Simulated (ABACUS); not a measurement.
**NiO in ABACUS: the effect of exact exchange share**

NiO:

```
Ni O
1.0
     0.00000    2.08590    2.08590
     2.08590    0.00000    2.08590
     2.08590    2.08590    0.00000
Ni O
1 1
Direct
  0.00000 0.00000 0.00000
  0.50000 0.50000 0.50000
```

Alike in all runs:

- Program: ABACUS 3.10.1
- Task: single point
- Potentials or basis: SG15 ONCV 1.2 PBE
- Cutoff: 1361 eV
- Density cutoff: 5442 eV
- Basis: DZP LCAO (the cutoffs set its grid)
- k mesh: 5 × 5 × 5
- Occupations: fermi-dirac, width 0.05 eV
- Spin: collinear spin, ferromagnetic start
- Starting moments: [1.0, 0.0] μB

Problem. One run gave: gap on the mesh 4.12 eV. Which exact exchange share did it use?
A. 0.25
B. 0.1
C. 0.4
D. 0

Solution. C.

```csv
exact exchange share,functional,gap on the mesh (eV)
0,PBE,none
0.1,"HSE-type (share 0.1, screening 0.11/bohr)",0.49
0.25,"HSE-type (share 0.25, screening 0.11/bohr)",2.26
0.4,"HSE-type (share 0.4, screening 0.11/bohr)",4.12
```

Caveats: all runs use coarse meshes; the atomic orbitals were generated for these runs and aren't a published set; the basis of atomic orbitals isn't converged, which shifts pressures, moduli and gaps; a cell with one magnetic atom can't hold antiferromagnetic order, which such compounds often take; gaps of hybrids in this basis differ from plane-wave ones by up to 0.1 eV (some runs); an odd mesh through Γ misses points on the zone boundary, where band edges often lie (some runs); semilocal functionals often make such compounds metallic where correlation or magnetic order opens a gap, which also shifts bond lengths (some runs).

A gap of «none» marks a metal or a gap under the smearing width.
